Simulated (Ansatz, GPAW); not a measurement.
This is a calculation of BP for GPAW 26.7.0 (ASE script). 

File run.py:

```python
from ase import Atoms
from ase.dft.bandgap import bandgap
from ase.io import write
from ase.units import Bohr, GPa
from gpaw import GPAW, PW
from gpaw.elf import elf_from_dft_calculation

atoms = Atoms(['P', 'B'],
              cell=[[0.0, 2.269, 2.269],
                    [2.269, 0.0, 2.269],
                    [2.269, 2.269, 0.0]],
              scaled_positions=[[0.75, 0.75, 0.75],
                                [0.0, 0.0, 0.0]],
              pbc=True)

calc = GPAW(mode=PW(800),
            xc='PBE',
            kpts={'size': (10, 10, 10), 'gamma': True},
            occupations={'name': 'methfessel-paxton', 'order': 0, 'width': 0.023},
            nbands=11,
            convergence={'density': 1e-05, 'energy': 1e-05},
            maxiter=150,
            txt='gpaw.txt')
atoms.calc = calc
energy = atoms.get_potential_energy()
forces = atoms.get_forces()
stress = atoms.get_stress()
calc.write('gs.gpw')
write('result.traj', atoms)
print(f'Energy: {energy:.6f} eV')
print('Forces (eV/A):')
print(forces.round(4))
print('Stress (GPa):', (stress / GPa).round(3))
print('Fermi level:', round(calc.get_fermi_level(), 4), 'eV')
print(f'Gap: {bandgap(calc)[0]:.4f} eV, direct: {bandgap(calc, direct=True)[0]:.4f} eV')

# fields on the real-space grid
write('density.cube', atoms, data=calc.get_pseudo_density() * Bohr**3)
write('potential.cube', atoms, data=calc.get_electrostatic_potential())
write('elf.cube', atoms, data=elf_from_dft_calculation(calc).data)
```

Potentials or basis: GPAW PAW data sets (gpaw-data 1.2.1), pw.

The run is started by

```bash
$ OMP_NUM_THREADS=1 python run.py
```

Question: Translate it to Ansatz 0.2.0. Potentials or basis there: all-electron LAPW, scalar-relativistic.

Answer: As run (cutoffs and basis follow the program's own potentials, and thresholds, step limits or extra output files can differ):

File input.yaml:

```yaml
crystal:
  lattice:
    - [0.0, 2.269, 2.269]
    - [2.269, 0.0, 2.269]
    - [2.269, 2.269, 0.0]
  atoms:
    - { symbol: P, position: [0.75, 0.75, 0.75] }
    - { symbol: B, position: [0.0, 0.0, 0.0] }
kpoints:
  mp_grid: { grid: [10, 10, 10] }
scf:
  occupations: { method: gaussian, width: 0.023 }
hamiltonian:
  xc: pbe
  pseudopotentials: { kind: all_electron, lapw: { basis_error: 0.001 } }
output:
  forces: true
  stress: true
  eigenvalues: true
```

Potentials or basis: all-electron LAPW, scalar-relativistic.

Launch:

```console
$ ansatz run input.yaml --threads 1 --pin off --max-ram 3072MiB --backend cpu --events-out ev --progress --plain --runs-dir out
```

Both were run:

|  | GPAW | Ansatz |
| --- | --- | --- |
| Pressure | 1.4 GPa | 1.1 GPa |

Where Ansatz's input types no cutoff or centring, it takes its own default and a Γ-centred mesh.

Pressure is positive in compression.
